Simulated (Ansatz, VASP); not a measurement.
One calculation of Ir, two programs

```
CELL_PARAMETERS angstrom
2.73291 0.00000 0.00000
-1.36646 2.36677 0.00000
0.00000 0.00000 4.43234
ATOMIC_POSITIONS crystal
Ir 0.33333 0.66667 0.25000
Ir 0.66667 0.33333 0.75000
```

Change from the starting cell: volume scaled by 0.98.

Alike in both runs: task single point; functional PBEsol; k mesh 11 × 11 × 6; occupations fermi-dirac, width 0.05 eV; no spin polarisation.

|  | VASP | Ansatz |
| --- | --- | --- |
| version | VASP 6.6.1 | Ansatz 0.2.0 |
| potentials or method | VASP PAW PBE potentials, release 64 (Ir) | Ansatz PAW |
| plane-wave cutoff (eV) | 520 | 420 |
| valence electrons in the cell | 18 | 34 |

|  | VASP | Ansatz | Ansatz less VASP |
| --- | --- | --- | --- |
| gap on the k mesh at the Fermi level (eV) | none | none | - |
| pressure (GPa) | -4.7 | -5.6 | -0.85 |
| largest component of the traceless stress (GPa) | 0.20 | 0.24 | +0.041 |

A gap of «none» marks a metal or a gap that the smearing closes. With one functional, cell and mesh, what is left measures potentials, basis and numerics. The two sets of potentials don't hold the same shells in valence.

Caveats: the PAW data sets were made with another functional, which shifts forces and pressure a little (VASP); the PAW data sets come from PBE, with cores solved anew for the run's functional, which leaves a small shift of forces and pressure (Ansatz). The runs have no spin-orbit coupling, so splittings on Ir are missing.
